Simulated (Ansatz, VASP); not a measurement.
One calculation of CoO, two programs

INCAR

```
  PREC = Accurate
  ENCUT = 520
  EDIFF = 1E-7
  ISMEAR = -1
  SIGMA = 0.05
  LREAL = False
  LASPH = True
  NELM = 150
  ALGO = Normal
  ISIF = 2
  LWAVE = False
  LCHARG = False
  ISPIN = 2
  MAGMOM = 2 0
  LORBIT = 11
  LMAXMIX = 4
  GGA = PE
  NBANDS = 18
```

The input KPOINTS:

```
regular mesh
0
Gamma
  16 16 16
```

File POSCAR:

```
CoO
1.0
    0.0000000000      2.1456163054      2.1456163054
    2.1456163054      0.0000000000      2.1456163054
    2.1456163054      2.1456163054      0.0000000000
Co O
1 1
Direct
    0.0000000000      0.0000000000      0.0000000000
    0.5000000000      0.5000000000      0.5000000000
```

Input for Ansatz:

```yaml
crystal:
  lattice:
    - [0.0, 2.1456163054, 2.1456163054]
    - [2.1456163054, 0.0, 2.1456163054]
    - [2.1456163054, 2.1456163054, 0.0]
  atoms:
    - { symbol: Co, position: [0.0, 0.0, 0.0], spin: 2.0 }
    - { symbol: O, position: [0.5, 0.5, 0.5] }
magnetization:
  spin_polarized: true
kpoints:
  mp_grid: { grid: [16, 16, 16] }
scf:
  occupations: { method: fermi_dirac, width: 0.05 }
hamiltonian:
  xc: pbe
  pseudopotentials: { kind: all_electron, lapw: { basis_error: 0.0005 } }
output:
  forces: true
  stress: true
  eigenvalues: true
```

Change from the starting cell: volume scaled by 1.02.

Alike in both runs: task single point; functional PBE; k mesh 16 × 16 × 16; occupations fermi-dirac, width 0.05 eV; collinear spin.

```csv
,VASP,Ansatz
version,VASP 6.6.1,Ansatz 0.2.0
potentials or method,"VASP PAW PBE potentials, release 64 (Co, O)","all-electron LAPW, scalar-relativistic"
plane-wave cutoff (eV),520,see its input
```

Ansatz gave:

```
pressure (GPa)                                                : -5.0
net moment per atom (μB)                                      : 1.48
size of the moment on the site where the two differ most (μB) : 2.62
```

Q: Estimate VASP's values.

A: Pressure (GPa): -5.4; net moment per atom (μB): 1.47; size of the moment on the site where the two differ most (μB): 2.59.

Site moments also hang on the region over which each program counts them. Ansatz ran all-electron here, so the differences hold the error of VASP's frozen core and of both bases.

Caveats: a cell with one magnetic atom can't hold antiferromagnetic order, which such compounds often take; semilocal functionals often make such compounds metallic where correlation or magnetic order opens a gap, which also shifts bond lengths.
